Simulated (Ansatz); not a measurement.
KZnF3:

```
Zn K F
1.0
     4.05000    0.00000    0.00000
     0.00000    4.05000    0.00000
     0.00000    0.00000    4.05000
Zn K F
1 1 3
Direct
  0.50000 0.50000 0.50000
  0.00000 0.00000 0.00000
  0.50000 0.00000 0.50000
  0.00000 0.50000 0.50000
  0.50000 0.50000 0.00000
```

Below is the output of Ansatz 0.2.0 for this cell. Logs are shortened: lines on timing, memory, paths and dates and some standing lists are left out, and cuts for length are marked.

```text
Warning: RAYON_NUM_THREADS=4 ignored (pool sized by the plan → 4); use --threads N
Zn: projections on atomic orbitals take those of the free atom 1s2 2s2 2p6 3s2 3p6 3d10 4s2, of charge +0.00 (hamiltonian.pseudopotentials.projection_atoms)
K: projections on atomic orbitals take those of the free atom 1s2 2s2 2p6 3s2 3p6 4s1, of charge +0.00 (hamiltonian.pseudopotentials.projection_atoms)
F: projections on atomic orbitals take those of the free atom 1s2 2s2 2p5, of charge +0.00 (hamiltonian.pseudopotentials.projection_atoms)
LAPW: plane waves up to 10.446 Å⁻¹, error target 1.0e-3 eV per atom; small_component_spin mean_spin; F in spheres of 0.923 Å, 9 of its electrons in bands, Dirac shells []; K in spheres of 1.102 Å, 17 of its electrons in bands, Dirac shells []; Zn in spheres of 1.102 Å, 20 of its electrons in bands, Dirac shells [] (how accurate: hamiltonian.pseudopotentials.lapw.basis_error, Limitations)
Engine: ansatz 0.2.0, x86_64-unknown-linux-gnu
Pseudopotentials: kind: all_electron
Pseudopotential: Zn, LAPW, valence charge 20, lapw/all_electron/scalar/gaussian/Zn, Koelling and Harmon's equation, gaussian nucleus
Pseudopotential: K, LAPW, valence charge 17, lapw/all_electron/scalar/gaussian/K, Koelling and Harmon's equation, gaussian nucleus
Pseudopotential: F, LAPW, valence charge 9, lapw/all_electron/scalar/gaussian/F, Koelling and Harmon's equation, gaussian nucleus
Functional definition: PBEsol
  exchange = pbesol_x
  correlation = pbesol_c
Crystal: 5 atoms, lattice volume = 66.430 Å³
Basis set: ecut = 415.7638820249827 eV, 1309 PW (Γ), exchange–correlation at level 2
Bands: 39, of which v1, the nominal top of the filled ones, is band 32 counted from 1 (31 counted from 0)
Symmetry: 48 space group operations
Space group: Pm-3m (ITA 221), of the structure as read, at distance tolerance 4.1e-5 Å
k-points: 20 of 343
Non-local potential: Zn, projectors of the file, none
[... 31 lines left out ...]
  E_closure    = 0.000000  (closes the sum)
  E_atoms      = -73313.445919  (free atoms, spherical and without spin; not in F)
  Σ components = -73334.798981   (vs F -73334.798981, Δ=0.00e0)
  Basis errors (estimates in eV, not in F): energy 4.8e-4 per atom: plane waves 4.4e-4 (2.5e-4 summed), levels above the bands 8.1e-93, relativity 1.4e-7, radial functions 4.1e-5, core shells 6.3e-10; eigenvalues (radial functions only) 2.0e-5; not estimated: angular momenta, meshes, grids; target (lapw.basis_error) 1.0e-3; muffin-tin radii F 0.923 Å, K 1.102 Å, Zn 1.102 Å
--- Forces (eV/Å), atoms counted from 1 ---
  atom   1  Zn     0.00000000    -0.00000000     0.00000000
  atom   2  K      0.00000000    -0.00000000     0.00000000
  atom   3  F     -0.00000000     0.00000000    -0.00000000
  atom   4  F     -0.00000000    -0.00000000     0.00000000
  atom   5  F     -0.00000000     0.00000000    -0.00000000
  max |Σ_I F_I| component: 8.98e-29 eV/Å
--- Stress (GPa, compression-positive) ---
        0.072909       0.000000       0.000000
        0.000000       0.072909       0.000000
        0.000000       0.000000       0.072909
  P = ⅓ Tr σ = 0.0729 GPa (0.729 kbar)
--- Band table (eV; the first three rows and the last of 20) ---
  k-point 0: bands = ["-645.6381", "-645.6381", "-645.6381", "-339.3241", "-266.3499", "-266.3499", "-266.3499", "-117.0911", "-71.4564", "-71.4564", "-71.4564", "-21.8882", "-16.5003", "-15.8590", "-15.8590", "-5.4467", "-5.4467", "-5.4467", "0.8074", "0.8074", "0.8074", "1.4688", "1.4688", "1.4688", "1.8139", "1.8139", "2.9294", "2.9294", "2.9294", "3.1388", "3.1388", "3.1388", "8.6679", "13.5970", "13.5970", "14.2640", "15.9361", "15.9361", "15.9361"]
  k-point 1: bands = ["-645.6381", "-645.6381", "-645.6381", "-339.3241", "-266.3499", "-266.3499", "-266.3499", "-117.0911", "-71.4564", "-71.4564", "-71.4564", "-21.8838", "-16.4757", "-15.8816", "-15.8576", "-5.4460", "-5.4377", "-5.4377", "0.3943", "0.8161", "0.8161", "1.4035", "1.4035", "1.4696", "1.8141", "2.0658", "2.8866", "2.9546", "2.9546", "3.1087", "3.1479", "3.1479", "9.0748", "13.7552", "13.7672", "14.4636", "15.9468", "15.9468", "15.9918"]
  k-point 2: bands = ["-645.6381", "-645.6381", "-645.6381", "-339.3241", "-266.3499", "-266.3499", "-266.3499", "-117.0911", "-71.4564", "-71.4564", "-71.4564", "-21.8739", "-16.4132", "-15.9398", "-15.8546", "-5.4444", "-5.4174", "-5.4174", "-0.1952", "0.8496", "0.8496", "1.2511", "1.2511", "1.4714", "1.8144", "2.1848", "2.7927", "2.9730", "2.9730", "3.1786", "3.1991", "3.1991", "10.0975", "13.7805", "14.1666", "15.2605", "15.9658", "15.9658", "16.1259"]
  k-point 19: bands = ["-645.6381", "-645.6381", "-645.6381", "-339.3241", "-266.3499", "-266.3499", "-266.3499", "-117.0911", "-71.4565", "-71.4565", "-71.4565", "-21.8382", "-16.0390", "-16.0021", "-16.0021", "-5.5998", "-5.5998", "-5.5816", "-1.2422", "-0.3296", "-0.3296", "0.6035", "0.6342", "0.6342", "3.0114", "3.0417", "3.0417", "3.4476", "3.4476", "3.4838", "4.8155", "4.8155", "13.1371", "13.4968", "13.4968", "15.3266", "16.8240", "17.0587", "17.0587"]
--- Löwdin populations: 5 sites ---
  site symbol       q [e]
     0     Zn     28.4575
     1      K     18.2058
     2      F      9.7092
     3      F      9.7092
     4      F      9.7092
  spilling = 0.002751 (of n_electrons = 76.000000)
```

**Question.** Write the input and the command behind it.

**Answer.** Single point with PBEsol, no spin polarisation. The files as run (others can give the same):

input.yaml
```yaml
crystal:
  lattice:
    - [4.05, 0.0, 0.0]
    - [0.0, 4.05, 0.0]
    - [0.0, 0.0, 4.05]
  atoms:
    - { symbol: Zn, position: [0.5, 0.5, 0.5] }
    - { symbol: K, position: [0.0, 0.0, 0.0] }
    - { symbol: F, position: [0.5, 0.0, 0.5] }
    - { symbol: F, position: [0.0, 0.5, 0.5] }
    - { symbol: F, position: [0.5, 0.5, 0.0] }
kpoints:
  mp_grid: { grid: [7, 7, 7] }
scf:
  occupations: { method: fermi_dirac, width: 0.05 }
hamiltonian:
  xc: pbesol
  pseudopotentials: { kind: all_electron, lapw: { basis_error: 0.001 } }
output:
  forces: true
  stress: true
  eigenvalues: true
  populations: true
```

Potentials or basis: all-electron LAPW, scalar-relativistic.
The run is started by
```bash
$ ansatz run input.yaml --threads 4 --pin off --max-ram 12288MiB --backend cpu --events-out ev --progress --plain --runs-dir out
```

Caveat: an odd mesh through Γ misses points on the zone boundary, where band edges often lie.
